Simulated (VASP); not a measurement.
Set up this calculation in VASP 6.6.1, as the native input.

```yaml
Task: single point
Functional: LDA
Potentials_or_basis: VASP PAW LDA potentials, release 64 (Li_sv, F)
Cutoff: 520 eV
k_mesh: 10 × 10 × 10
Occupations: gaussian, width 0.02 eV
Spin: no spin polarisation
Dipole_correction: no
Further_INCAR_settings: ALGO = Normal; EDIFF = 1e-07; NBANDS = 12
```

The structure of LiF lies in POSCAR:

```
LiF
1.0
    2.5698223227      0.0000000000      0.0000000000
    0.0000000000      2.5698223227      0.0000000000
    0.0000000000      0.0000000000      2.5698223227
Li F
1 1
Direct
    0.0000000000      0.0000000000      0.0000000000
    0.5000000000      0.5000000000      0.5000000000
```

Measurements of this composition are mostly on another form, of space group No. 225.

The cell isn't the ideal one: functional LDA, strained and moved within the space group.

One way to write it, as run:

INCAR

```
PREC = Accurate
ENCUT = 520
EDIFF = 1E-7
ISMEAR = 0
SIGMA = 0.02
LREAL = False
LASPH = True
NELM = 100
ALGO = Normal
ISIF = 2
LWAVE = False
LCHARG = False
NBANDS = 12
```

KPOINTS

```
regular mesh
0
Gamma
  10 10 10
```

Potentials or basis: VASP PAW LDA potentials, release 64 (Li_sv, F).

Run with:

```sh
$ cat potpaw_LDA.64/Li_sv/POTCAR potpaw_LDA.64/F/POTCAR > POTCAR
$ mpirun -np 1 vasp_std > vasp.out
```

Results of the run:

```json
{
  "Band gap on the k mesh": "7.21 eV, indirect (least direct gap 7.88 eV)"
}
```

It took 7.1 s on 1 thread of Intel(R) Xeon(R) Platinum 8488C (Sapphire Rapids), on a shared host, peak memory 0.12 GiB.
